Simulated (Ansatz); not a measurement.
input.yaml

```yaml
crystal:
  lattice:
    - [4.286, 0.0, 0.0]
    - [0.0, 4.286, 0.0]
    - [0.0, 0.0, 4.286]
  atoms:
    - { symbol: Cs, position: [0.0, 0.0, 0.0] }
    - { symbol: Br, position: [0.5, 0.5, 0.5] }
basis:
  ecutwfc: 500
kpoints:
  mp_grid: { grid: [6, 6, 6] }
hamiltonian:
  xc: r2scan
scf:
  occupations: { method: gaussian, width: 0.02 }
output:
  forces: true
  stress: true
  eigenvalues: true
  write_density: true
  write_potential: true
  elf: true
  volumetric_format: npy
relax:
  adjacent_minimum: "off"
  f_tol: 0.005
  max_steps: 80
  cell: { stress_tol: 0.05 }
```

Run as
```bash
ansatz run input.yaml --threads 1 --pin off --max-ram 2560MiB --backend cpu --events-out ev --progress --plain --runs-dir out
```

The calculation used Ansatz, DFT r2SCAN, scalar-relativistic, plane waves, PAW.

From the run's log, abridged:

```
Pseudopotentials: kind: paw
Pseudopotential: Cs, paw, valence charge 9, recommended cutoff 500 eV (meta_gga)
Pseudopotential: Br, paw, valence charge 7, recommended cutoff 500 eV (meta_gga)
Functional definition: r2SCAN
Crystal: 2 atoms, lattice volume = 78.733 Å³
Basis set: ecut = 500 eV, 2007 PW (Γ), exchange–correlation on 128×128×128 points (64 copies of the dense FFT grid, shifted against one another)
Bands: 12, of which v1, the nominal top of the filled ones, is band 8 counted from 1 (7 counted from 0)
Symmetry: 48 space group operations
Space group: Pm-3m (ITA 221), of the structure as read, at distance tolerance 4.3e-5 Å
k-points: 20 of 216
Initial density: superposition of atomic densities (neutral atoms: chi_scale 0, normalization atom), corrected by the library's trained network
Initial wavefunctions: pseudopotential atomic-orbital guess
Functional: x = r2scan, c = r2scan; τ floored in thin density (d = 2e-4 eV/Å³)
SCF iter   1: F=—  HF=-8482.820113 eV  |F-HF|=—  |Δ(HF+E_count)|=         —  Δρ=2.71e-3  dr2=9.43e-3  dr2_τ=2.47e-3  ethr=1.77e-3  ⟨swp⟩=8.6  Hψ=1798  notcnv=0
SCF iter   2: F=—  HF=-8482.834504 eV  |F-HF|=—  |Δ(HF+E_count)|=   1.44e-2  Δρ=1.25e-3  dr2=1.87e-3  dr2_τ=9.82e-5  ethr=5.89e-5  ⟨swp⟩=3.0  Hψ=692  notcnv=0
SCF iter   3: F=—  HF=-8482.833890 eV  |F-HF|=—  |Δ(HF+E_count)|=   6.14e-4  Δρ=2.52e-4  dr2=4.24e-5  dr2_τ=6.66e-6  ethr=1.17e-5  ⟨swp⟩=2.6  Hψ=496  notcnv=0
SCF iter   4: F=—  HF=-8482.833922 eV  |F-HF|=—  |Δ(HF+E_count)|=   3.19e-5  Δρ=6.14e-5  dr2=2.92e-6  dr2_τ=6.67e-7  ethr=2.65e-7  ⟨swp⟩=2.0  Hψ=410  notcnv=0
SCF iter   5: F=-8482.833925 eV  HF=-8482.833924 eV  |F-HF|=1.59e-7  |Δ(HF+E_count)|=   2.02e-6  Δρ=8.35e-6  dr2=7.69e-8  dr2_τ=4.74e-9  ethr=1.82e-8  ⟨swp⟩=2.1  Hψ=386  notcnv=0
SCF iter   6: F=-8482.833925 eV  HF=-8482.833925 eV  |F-HF|=1.33e-9  |Δ(HF+E_count)|=   1.72e-7  Δρ=2.31e-6  dr2=3.73e-9  dr2_τ=1.49e-9  ethr=4.81e-10  ⟨swp⟩=7.0  Hψ=1628  notcnv=0
SCF 1 converged in 6 iterations: F = -8482.833925 eV  dr2 = 3.73e-9
relax step   1: F+E_penalty+E_count = -8482.83392456 eV  Δ(F+E_penalty+E_count) = +0.000e0 eV  max|allowed force component| = 3.570e-29 eV/Å  Δτ_max = 0.0000 Å  P = +0.434 GPa  Ω = 78.733 Å³  (6 SCF iters, dr2 threshold 1.00e-7 eV, accepted)
Crystal: 2 atoms, lattice volume = 79.642 Å³
Initial density: handed on by an earlier stage of this run
Initial wavefunctions: those handed on with the density
SCF iter   1: F=—  HF=-8482.834346 eV  |F-HF|=—  |Δ(HF+E_count)|=         —  Δρ=1.59e-4  dr2=4.47e-5  dr2_τ=2.04e-4  ethr=3.26e-7  ⟨swp⟩=3.0  Hψ=2062  notcnv=0
SCF iter   2: F=—  HF=-8482.835762 eV  |F-HF|=—  |Δ(HF+E_count)|=   1.42e-3  Δρ=9.43e-5  dr2=1.85e-5  dr2_τ=2.12e-7  ethr=2.79e-7  ⟨swp⟩=2.0  Hψ=480  notcnv=0
SCF iter   3: F=—  HF=-8482.835751 eV  |F-HF|=—  |Δ(HF+E_count)|=   1.04e-5  Δρ=6.95e-5  dr2=5.99e-6  dr2_τ=5.72e-7  ethr=1.16e-7  ⟨swp⟩=2.2  Hψ=381  notcnv=0
SCF iter   4: F=—  HF=-8482.835756 eV  |F-HF|=—  |Δ(HF+E_count)|=   5.11e-6  Δρ=2.07e-5  dr2=4.59e-7  dr2_τ=1.25e-8  ethr=3.74e-8  ⟨swp⟩=2.0  Hψ=397  notcnv=0
SCF iter   5: F=-8482.835756 eV  HF=-8482.835756 eV  |F-HF|=2.64e-9  |Δ(HF+E_count)|=   1.65e-7  Δρ=7.42e-6  dr2=6.11e-8  dr2_τ=3.56e-9  ethr=1.25e-9  ⟨swp⟩=10.1  Hψ=1923  notcnv=0
SCF 2 converged in 5 iterations: F = -8482.835756 eV  dr2 = 6.11e-8
relax step   2: F+E_penalty+E_count = -8482.83575646 eV  Δ(F+E_penalty+E_count) = -1.832e-3 eV  max|allowed force component| = 4.930e-31 eV/Å  Δτ_max = 0.0000 Å  P = +0.237 GPa  Ω = 79.642 Å³  energy of the carried Pulay correction = -6.293e-5 eV  (5 SCF iters, dr2 threshold 2.00e-7 eV, accepted)
Crystal: 2 atoms, lattice volume = 80.768 Å³
Basis set: ecut = 500 eV, 2103 PW (Γ), exchange–correlation on 128×128×128 points (64 copies of the dense FFT grid, shifted against one another)
SCF iter   1: F=—  HF=-8482.834400 eV  |F-HF|=—  |Δ(HF+E_count)|=         —  Δρ=1.94e-4  dr2=6.71e-5  dr2_τ=3.05e-4  ethr=4.73e-7  ⟨swp⟩=3.0  Hψ=2061  notcnv=0
SCF iter   2: F=—  HF=-8482.836549 eV  |F-HF|=—  |Δ(HF+E_count)|=   2.15e-3  Δρ=1.15e-4  dr2=2.81e-5  dr2_τ=3.09e-7  ethr=4.19e-7  ⟨swp⟩=2.0  Hψ=480  notcnv=0
SCF iter   3: F=—  HF=-8482.836533 eV  |F-HF|=—  |Δ(HF+E_count)|=   1.60e-5  Δρ=8.58e-5  dr2=9.37e-6  dr2_τ=8.86e-7  ethr=1.75e-7  ⟨swp⟩=2.2  Hψ=383  notcnv=0
SCF iter   4: F=—  HF=-8482.836541 eV  |F-HF|=—  |Δ(HF+E_count)|=   7.81e-6  Δρ=2.74e-5  dr2=8.34e-7  dr2_τ=2.30e-8  ethr=5.86e-8  ⟨swp⟩=2.0  Hψ=395  notcnv=0
SCF iter   5: F=-8482.836541 eV  HF=-8482.836541 eV  |F-HF|=3.02e-9  |Δ(HF+E_count)|=   2.90e-7  Δρ=9.77e-6  dr2=1.09e-7  dr2_τ=6.31e-9  ethr=8.79e-10  ⟨swp⟩=8.0  Hψ=1973  notcnv=0
SCF 3 converged in 5 iterations: F = -8482.836541 eV  dr2 = 1.09e-7
relax step   3: F+E_penalty+E_count = -8482.83654090 eV  Δ(F+E_penalty+E_count) = -7.844e-4 eV  max|allowed force component| = 1.433e-29 eV/Å  Δτ_max = 0.0000 Å  P = +0.012 GPa  Ω = 80.768 Å³  energy of the carried Pulay correction = -1.399e-4 eV  (5 SCF iters, dr2 threshold 1.41e-7 eV, accepted)
Initial wavefunctions: pseudopotential atomic-orbital guess (no wavefunctions were taken with the density)
SCF iter   1: F=—  HF=-8482.836680 eV  |F-HF|=—  |Δ(HF+E_count)|=         —  Δρ=1.60e-5  dr2=1.21e-7  dr2_τ=8.77e-8  ethr=4.39e-7  ⟨swp⟩=3.1  Hψ=2527  notcnv=0
SCF iter   2: F=—  HF=-8482.836680 eV  |F-HF|=—  |Δ(HF+E_count)|=   7.90e-8  Δρ=7.49e-6  dr2=1.85e-8  dr2_τ=1.46e-8  ethr=7.54e-10  ⟨swp⟩=2.9  Hψ=477  notcnv=0
SCF iter   3: F=—  HF=-8482.836681 eV  |F-HF|=—  |Δ(HF+E_count)|=   4.81e-8  Δρ=1.44e-6  dr2=6.77e-10  dr2_τ=4.32e-10  ethr=1.15e-10  ⟨swp⟩=2.0  Hψ=382  notcnv=0
SCF iter   4: F=-8482.836681 eV  HF=-8482.836681 eV  |F-HF|=2.55e-11  |Δ(HF+E_count)|=   2.35e-9  Δρ=1.45e-7  dr2=1.28e-11  dr2_τ=4.62e-12  ethr=1.00e-12  ⟨swp⟩=5.5  Hψ=1394  notcnv=0
SCF 4 converged in 4 iterations: F = -8482.836681 eV  dr2 = 1.28e-11
SCF converged after 4 iterations
Free energy (F): -8482.836681 eV
Harris-Foulkes:  -8482.836681 eV  (|F-HF|=2.55e-11)
Internal energy: -8482.836681 eV  (E = F + TS)
E sigma→0 (E₀):  -8482.836681 eV
Fermi energy:    5.120916 eV
--- Per-component energies (eV) ---
  E_band       = -69.040513
  E_kinetic    = 277.387841
  E_local      = -423.222891  (includes V_loc(G=0)·N_el)
  E_nonlocal   = 99.037718
  E_hartree    = 124.858716
  E_xc         = -414.727192
  E_vxc        = -254.160891  (∫ρ·V_xc dr)
  E_paw        = -7363.399538  (= ΣΔE_a)
  E_vpaw       = -30.324549  (= ΣTr[D̂ρ^β])
  E_aug_tail   =  0.000000  (compensation charges beyond the density's cutoff)
  E_vtau       = 12.524811  (kinetic-family band-sum trace: ∫τ·v_τ [+ j·A + Jᵃ·Aᵃ] dr)
  E_ewald      = -782.663018
  E_core_change = -0.108314  (= ΣΔE_core)
  E_smearing   =  0.000000  (= −TS)
--- Forces (eV/Å), atoms counted from 1 ---
  atom   1  Cs     0.00000000     0.00000000     0.00000000
  atom   2  Br     0.00000000     0.00000000     0.00000000
--- Stress (GPa, compression-positive) ---
        0.011911       0.000000       0.000000
        0.000000       0.011911       0.000000
        0.000000       0.000000       0.011911
  P = ⅓ Tr σ = 0.0119 GPa (0.119 kbar)
--- Band table (eV; the first three rows and the last of 20) ---
  k-point 0: bands = ["-17.7944", "-10.2270", "-4.0378", "-4.0378", "-4.0378", "2.5216", "2.5216", "2.5216", "7.7174", "7.9571", "7.9571", "12.2897"]
  k-point 1: bands = ["-17.7817", "-10.2298", "-4.1357", "-4.0138", "-4.0138", "2.1463", "2.4770", "2.4770", "8.1332", "8.3454", "8.5535", "12.1208"]
  k-point 2: bands = ["-17.7561", "-10.2370", "-4.3147", "-3.9648", "-3.9648", "1.5372", "2.3846", "2.3846", "8.6002", "9.6340", "9.9588", "11.9872"]
  k-point 19: bands = ["-17.6582", "-10.0512", "-4.4202", "-4.4202", "-4.4202", "1.4095", "1.4095", "1.4095", "11.4239", "11.4239", "11.4239", "12.2665"]
--- Relaxed structure (3 steps of the walk, 3 accepted, 1 SCFs on fresh bases) ---
  F+E_penalty+E_count = -8482.83668051 eV   max|allowed force component| = 5.851e-30 eV/Å   (the final SCF, on the basis selected at the relaxed cell)
  cell:  # Å, volume = 80.7675 Å³
    - [4.32260548, 0.0, 0.0]
    - [0.0, 4.32260548, 0.0]
    - [0.0, 0.0, 4.32260548]
  atoms:
    - { symbol: Cs, position: [0.0, 0.0, 0.0] }
    - { symbol: Br, position: [0.49999999, 0.49999999, 0.49999999] }
```

The relaxation met its thresholds.

It took 28 s on 1 thread of Intel(R) Xeon(R) Processor @ 2.50GHz (Skylake/Cascade Lake), on a shared host, peak memory 0.51 GiB.